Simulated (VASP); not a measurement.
# KCl in VASP 6.6.1, single-point calculation

INCAR

```
ISMEAR = -1
NSW = 0
LREAL = .FALSE.
SIGMA = 0.02
LWAVE = .FALSE.
ENCUT = 520
EDIFF = 1E-7
NELM = 91
PREC = Accurate
GGA = PE
NBANDS = 15
LCHARG = .FALSE.
IBRION = -1
ISIF = 2
LASPH = .TRUE.
```

KPOINTS

```
KPOINTS created by Atomic Simulation Environment
0
Gamma
1 1 1
0 0 0
```

POSCAR

```
K  Cl
 1.0000000000000000
    -0.0116909428000000    3.4955918876999998    3.4955918876999998
     3.4955918876999998   -0.0116909428000000    3.4955918876999998
     3.4955918876999998    3.4955918876999998   -0.0116909428000000
 K   Cl
   1   1
Cartesian
 -0.0015126629294880 -0.0015126629294880 -0.0015126629294880
  1.7463858710794884  1.7463858710794884  1.7463858710794884
```

The recommended PBE PAW datasets give the neutral cell 16 valence electrons.

Command

```
mpirun -np 1 vasp_std
```

Question: How does this run end, and what does it give?

Answer: It converged. Results: gap between bands v and c on the k mesh 4.45 eV; least direct gap on the k mesh 4.45 eV; pressure 0.2 GPa. Band v is the last that the valence electrons fill when counted band by band, and c is the next.

OSZICAR

```
N       E                     dE             d eps       ncg     rms          rms(c)
DAV:   1     0.114634869803E+03    0.11463E+03   -0.75386E+03    30   0.953E+02
DAV:   2     0.752688182865E+00   -0.11388E+03   -0.10216E+03    37   0.232E+02
DAV:   3    -0.649168333833E+01   -0.72444E+01   -0.72227E+01    44   0.543E+01
DAV:   4    -0.677131561381E+01   -0.27963E+00   -0.27955E+00    53   0.961E+00
DAV:   5    -0.677184167051E+01   -0.52606E-03   -0.52605E-03    44   0.422E-01    0.317E+00
DAV:   6    -0.614785937132E+01    0.62398E+00   -0.94482E-01    37   0.390E+00    0.232E+00
DAV:   7    -0.608395510111E+01    0.63904E-01   -0.29626E-01    44   0.234E+00    0.156E+00
DAV:   8    -0.611266826445E+01   -0.28713E-01   -0.28181E-02    38   0.118E+00    0.432E-01
DAV:   9    -0.611302043790E+01   -0.35217E-03   -0.37227E-03    44   0.278E-01    0.206E-01
DAV:  10    -0.611292199378E+01    0.98444E-04   -0.59545E-04    30   0.193E-01    0.271E-02
DAV:  11    -0.611287845616E+01    0.43538E-04   -0.16408E-05    52   0.284E-02    0.885E-03
DAV:  12    -0.611287411390E+01    0.43423E-05   -0.22499E-06    30   0.140E-02    0.231E-03
DAV:  13    -0.611287402486E+01    0.89042E-07   -0.46284E-08    36   0.150E-03
   1 F= -.61128740E+01 E0= -.61128740E+01  d E =-.231229E-10
```

These settings aren't sound, so the numbers aren't properties of the crystal.

The fault: one k point for a small cell.

On sound settings PBE gives a gap of 4.78 eV on its mesh and a pressure of 0.4 GPa for the intended cell. This run's energy (σ→0) differs from it by 252 meV an atom.
